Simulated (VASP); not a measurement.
# GeSe (Germanium monoselenide) in VASP: reference runs

Aim: a first look at GeSe (Germanium monoselenide) with PBE, on the cell as given.

Program: VASP 6.6.1. These are calculated values, not measurements. Logs are shortened: lines on timing, memory, paths and dates and some standing lists are left out, and cuts for length are marked.

## Step 1: The molecule as given

The cell holds a molecule in a box, 2 atoms: a = 9.000 Å, b = 9.000 Å, c = 12.000 Å, α = 90.00°, β = 90.00°, γ = 90.00°.

## Step 2: Single point, PBE

Contents of INCAR:

```
SYSTEM = GeSe
ALGO     = Normal         ! electronic algorithm
EDIFF    = 1E-7           ! SCF threshold, eV
ENCUT    = 520            ! plane-wave cutoff, eV
GGA      = PE             ! functional
ISIF     = 2              ! what is computed and relaxed
ISMEAR   = 0              ! smearing method
LASPH    = .TRUE.         ! aspherical terms in the spheres
LCHARG   = .FALSE.        ! write CHGCAR
LREAL    = .FALSE.        ! projectors in reciprocal space
LWAVE    = .FALSE.        ! write WAVECAR
NBANDS   = 17             ! bands
NELM     = 100            ! most SCF steps
PREC     = Accurate       ! precision mode
SIGMA    = 0.01           ! smearing width, eV
```

Contents of KPOINTS:

```
k-points
0
G
  1 1 1
  0 0 0
```

Contents of POSCAR:

```
GeSe
1.0
    9.0000000000      0.0000000000      0.0000000000
    0.0000000000      9.0000000000      0.0000000000
    0.0000000000      0.0000000000     12.0000000000
Ge Se
1 1
Direct
    0.5014444400      0.5023333300      0.4138904600
    0.5014444400      0.5023333300      0.5917762100
```

Potentials or basis: VASP PAW PBE potentials, release 64 (Ge_d, Se).

Launch:

```
cat potpaw_PBE.64/Ge_d/POTCAR potpaw_PBE.64/Se/POTCAR > POTCAR
mpirun -np 1 vasp_gam > vasp.out
```

OUTCAR:

```text
SYSTEM = GeSe
   EDIFF = 1E-7
   ENCUT = 520
   GGA = PE
   ISIF = 2
   ISMEAR = 0
   LASPH = .TRUE.
   LREAL = .FALSE.
   NELM = 100
   PREC = Accurate

 ion  position               nearest neighbor table
   1  0.501  0.502  0.414-   2 2.13
   2  0.501  0.502  0.592-   1 2.13

  LATTYP: Found a simple tetragonal cell.
 ALAT       =     9.0000000000
 C/A-ratio  =     1.3333333333

  Lattice vectors:

 A1 = (   9.0000000000,   0.0000000000,   0.0000000000)
 A2 = (   0.0000000000,   9.0000000000,   0.0000000000)
 A3 = (   0.0000000000,   0.0000000000,  12.0000000000)

Analysis of symmetry for initial positions (statically):
=====================================================================
 Subroutine PRICEL returns:
 Original cell was already a primitive cell.

 Routine SETGRP: Setting up the symmetry group for a
 simple tetragonal supercell.

 Subroutine GETGRP returns: Found  8 space group operations
 (whereof  1 operations were pure point group operations)
 out of a pool of 16 trial point group operations.

The static configuration has the point symmetry C_1 .
 The point group associated with its full space group is C_4v.

Analysis of symmetry for dynamics (positions and initial velocities):
=====================================================================
 Subroutine PRICEL returns:
 Original cell was already a primitive cell.

 Routine SETGRP: Setting up the symmetry group for a
 simple tetragonal supercell.

 Subroutine GETGRP returns: Found  8 space group operations
 (whereof  1 operations were pure point group operations)
 out of a pool of 16 trial point group operations.

The dynamic configuration has the point symmetry C_1 .
 The point group associated with its full space group is C_4v.

 Subroutine INISYM returns: Found  8 space group operations
 (whereof  1 operations are pure point group operations),
 and found     1 'primitive' translations

----------------------------------------------------------------------------------------

                                     Primitive cell

  volume of cell :     972.0000

  direct lattice vectors                    reciprocal lattice vectors
     9.000000000  0.000000000  0.000000000     0.111111111  0.000000000  0.000000000
     0.000000000  9.000000000  0.000000000     0.000000000  0.111111111  0.000000000
     0.000000000  0.000000000 12.000000000     0.000000000  0.000000000  0.083333333

  length of vectors
     9.000000000  9.000000000 12.000000000     0.111111111  0.111111111  0.083333333

  position of ions in fractional coordinates (direct lattice)
     0.501444440  0.502333330  0.413890460
     0.501444440  0.502333330  0.591776210

  ion indices of the primitive-cell ions
   primitive index   ion index
                 1           1
                 2           2

----------------------------------------------------------------------------------------

 KPOINTS: k-points

Automatic generation of k-mesh.
 Grid dimensions read from file:
 generate k-points for:    1    1    1

 Generating k-lattice:

  Cartesian coordinates                     Fractional coordinates (reciprocal lattice)
     0.111111111  0.000000000  0.000000000     1.000000000  0.000000000  0.000000000
     0.000000000  0.111111111  0.000000000     0.000000000  1.000000000  0.000000000
     0.000000000  0.000000000  0.083333333     0.000000000  0.000000000  1.000000000

  Length of vectors
     0.111111111  0.111111111  0.083333333

  Shift w.r.t. Gamma in fractional coordinates (k-lattice)
     0.000000000  0.000000000  0.000000000

 Subroutine IBZKPT returns following result:
 ===========================================

 Found      1 irreducible k-points:

 Following reciprocal coordinates:
            Coordinates               Weight
  0.000000  0.000000  0.000000      1.000000
   k-points           NKPTS =      1   k-points in BZ     NKDIM =      1   number of bands    NBANDS=     17
   number of dos      NEDOS =    301   number of ions     NIONS =      2
   total plane-waves  NPLWV = 441000
   dimension x,y,z NGX =    70 NGY =   70 NGZ =   90
   dimension x,y,z NGXF=   140 NGYF=  140 NGZF=  180
   ions per type =               1   1
   NGX,Y,Z   is equivalent  to a cutoff of  12.93, 12.93, 12.47 a.u.
   NGXF,Y,Z  is equivalent  to a cutoff of  25.86, 25.86, 24.94 a.u.
 SYSTEM =  GeSe
   PREC   = accura    normal or accurate (medium, high low for compatibility)
   ISTART =      0    job   : 0-new  1-cont  2-samecut
   ICHARG =      2    charge: 1-file 2-atom 10-const
   ISPIN  =      1    spin polarized calculation?
   LNONCOLLINEAR =      F non collinear calculations
   LSORBIT =      F    spin-orbit coupling
   LASPH  =      T    aspherical Exc in radial PAW
   ENCUT  =  520.0 eV  38.22 Ry    6.18 a.u.  16.73 16.73 22.31*2*pi/ulx,y,z
   NELM   =    100;   NELMIN=  2; NELMDL= -5     # of ELM steps
   EDIFF  = 0.1E-06   stopping-criterion for ELM
   LREAL  =      F    real-space projection
   EDIFFG = 0.1E-05   stopping-criterion for IOM
   NSW    =      0    number of steps for IOM
   IBRION =     -1    ionic relax: 0-MD 1-quasi-New 2-CG
   NFREE  =      0    steps in history (QN), initial steepest desc. (CG)
   ISIF   =      2    stress and relaxation
   ISYM   =      2    0-nonsym 1-usesym 2-fastsym
   POTIM  = 0.5000    time-step for ionic-motion
   TEBEG  =    0.0;   TEEND  =   0.0 temperature during run
   PSTRESS=    0.0 pullay stress
   NELECT =      20.0000    total number of electrons
   NUPDOWN=      -1.0000    fix difference up-down
   EMIN   =  10.00;   EMAX   =-10.00  energy-range for DOS
   EFERMI =   0.00;   METHOD = LEGACY
   ISMEAR =     0;   SIGMA  =   0.01  broadening in eV -4-tet -1-fermi 0-gaus
   EFERMI_NEDOS =   21; number of points for ismear=-14 and -15
   IALGO  =     38    algorithm
   IMIX   =      4    mixing-type and parameters
     AMIX     =   0.40;   BMIX     =  1.00
     AMIX_MAG =   1.60;   BMIX_MAG =  1.00
  volume/ion in A,a.u.               =     486.00      3279.69
  Fermi-wavevector in a.u.,A,eV,Ry     =   0.448604  0.847738  2.738107  0.201245
  Thomas-Fermi vector in A             =   1.428188
   LORBIT       =      0    0 simple, 1 ext, 2 COOP (PROOUT), +10 PAW based schemes
   GGA     = PE    functional components
   LHFCALC =     F    Hartree Fock is set to
   AEXX    =    0.0000 exact exchange contribution
   IVDW    =     0    specifies the selected vdW correction
   LEPSILON=     F    determine dielectric tensor
   LRPA    =     F    only Hartree local field effects (RPA)
 non-spin polarized calculation
 Gauss-broadening in eV      SIGMA  =   0.01
  energy-cutoff  :      520.00
  volume of cell :      972.00
 maximum number of plane-waves:     13093
 NGX is ok and might be reduce to    70
   NGX = 33   NGY = 33   NGZ = 45

 number of electron      20.0000008 magnetization

 Free energy of the ion-electron system (eV)
  ---------------------------------------------------
  ext. energy  EPLUGINS =         0.00000000
  ---------------------------------------------------
  free energy    TOTEN  =        -7.05870273 eV

  energy without entropy =       -7.05870273  energy(sigma->0) =       -7.05870273

 E-fermi :  -6.0259     XC(G=0):  -1.2698

 val. band max:       -6.1558291345   @ k =   0.0000   0.0000   0.0000
 cond. band min:      -2.7154260695   @ k =   0.0000   0.0000   0.0000
 fundamental gap:      3.4404030650
 Fermi energy:        -6.0258684129

 k-point     1 :       0.0000    0.0000    0.0000
  band No.  band energies     occupation
      1     -29.0408      2.00000
      2     -29.0408      2.00000
      3     -28.9105      2.00000
      4     -28.8852      2.00000
      5     -28.8852      2.00000
      6     -17.0866      2.00000
[... 9 lines left out ...]
     16       1.1083      0.00000
     17       1.4863      0.00000

------------------------ aborting loop because EDIFF is reached ----------------------------------------

  FORCE on cell =-STRESS in cart. coord.  units (eV):
  Direction    XX          YY          ZZ          XY          YZ          ZX
  --------------------------------------------------------------------------------------
  -------------------------------------------------------------------------------------
  Total        0.0219674      0.0219674      1.1414795      0.0000000     -0.0000000      0.0000000
  in kB        0.0362096      0.0362096      1.8815355      0.0000000     -0.0000000      0.0000000
  external PRESSURE =       0.6513182 kB  Pullay stress =       0.0000000 kB

 VOLUME and BASIS-vectors are now :
 -----------------------------------------------------------------------------
  energy-cutoff  :      520.00
  volume of cell :      972.00
      direct lattice vectors                 reciprocal lattice vectors
     9.000000000  0.000000000  0.000000000     0.111111111  0.000000000  0.000000000
     0.000000000  9.000000000  0.000000000     0.000000000  0.111111111  0.000000000
     0.000000000  0.000000000 12.000000000     0.000000000  0.000000000  0.083333333

 POSITION                                       TOTAL-FORCE (eV/Angst)
 -----------------------------------------------------------------------------------
      4.51300      4.52100      4.96669         0.000000      0.000000     -0.545316
      4.51300      4.52100      7.10131         0.000000      0.000000      0.545316
 -----------------------------------------------------------------------------------
    total drift:                               -0.000154     -0.000130     -0.000285

  FREE ENERGIE OF THE ION-ELECTRON SYSTEM (eV)
  ---------------------------------------------------
  free  energy   TOTEN  =        -7.0587027337 eV

  energy  without entropy=       -7.0587027337  energy(sigma->0) =       -7.05870273
```

Wall time 49 s (1 thread of Intel Xeon Platinum 8488C (Sapphire Rapids), shared host); peak memory 0.74 GiB.

What came out:

```yaml
Free_energy: -7.0587 eV
Largest_force: 0.545 eV/Å
Gap_between_the_frontier_levels: 3.44 eV
```

Forces on the atoms (eV/Å):
```
Ge   0.000  0.000 -0.545
Se   0.000  0.000  0.545
```

Levels at points of the mesh, in eV from the valence-band top:
```
           k point  band 8  band 9  band 10  band 11  band 12  band 13
(0.00, 0.00, 0.00)   -0.06    0.00     0.00     3.44     3.44     5.82
```
